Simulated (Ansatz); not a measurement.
As and the effect of the functional

```xyz
1
Lattice="2.7037 0.0000 0.0000 0.0000 2.7037 0.0000 0.0000 0.0000 2.7037" Properties=species:S:1:pos:R:3 pbc="T T T"
As    1.3518    1.3518    1.3518
```

This isn't the form of As at room conditions, which is rhombohedral.

Kept alike: task equation of state; k mesh 10 × 10 × 10; occupations fermi-dirac, width 0.05 eV; no spin polarisation. Program: Ansatz, Ansatz PAW. Cutoffs run from 420 to 500 eV. The mesh is that of the run's cell of 1 atom. No spin-orbit coupling.

| functional | volume (Å³/atom) | bulk modulus (GPa) |
| --- | --- | --- |
| LDA | 19.058 | 94.5 |
| PBEsol | 19.414 | 91.0 |
| r2SCAN | 19.727 | 89.8 |

Volume and modulus come from cells scaled at fixed shape and fractions. All rows use potentials made for PBE.

Problem. What does the functional change here?

Solution. The volume runs from 19.058 (LDA) to 19.727 Å³/atom (r2SCAN). The bulk modulus runs from 89.8 (r2SCAN) to 94.5 GPa (LDA).
